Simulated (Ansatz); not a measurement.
Crystal: TiSi2.

```
CELL_PARAMETERS angstrom
1.76511 -6.75928 0.00000
1.76511 6.75928 0.00000
0.00000 0.00000 3.56517
ATOMIC_POSITIONS crystal
Ti 0.10312 0.89688 0.25000
Ti 0.89688 0.10312 0.75000
Si 0.75031 0.24969 0.25000
Si 0.24969 0.75031 0.75000
Si 0.44175 0.55825 0.25000
Si 0.55825 0.44175 0.75000
```

The cell comes from a database or a generator and needn't be the stable form of this composition.

Base run:

```yaml
Program: Ansatz 0.2.0
Functional: r2SCAN
Potentials_or_basis: Ansatz PAW
Cutoff: "500 eV (not typed: the program's choice for these potentials)"
k_mesh: 8 × 8 × 8
Occupations: fermi-dirac, width 0.05 eV
Spin: no spin polarisation
Hubbard_terms: Ti d U = 8 eV
```

Its results: band gap on the k mesh none (metal or under the smearing width); pressure 11.1 GPa; largest force 0.472 eV/Å.

Problem. After a change of settings the same cell gave: band gap on the k mesh none (metal or under the smearing width); pressure 6.5 GPa; largest force 0.315 eV/Å. Which change was it?
A. hubbard terms from Ti d U = 8 eV to none; hubbard projectors from ortho-atomic (the default) to none
B. hubbard terms from Ti d U = 8 eV to Ti d U = 4 eV
C. hubbard terms from Ti d U = 8 eV to Ti d U = 6 eV

Solution. C.

Caveats: U without spin polarisation on a metal has little footing; the PAW data sets come from PBE, with cores solved anew for the run's functional, which leaves a small shift of forces and pressure; the U is typed as a test and isn't derived for this compound.
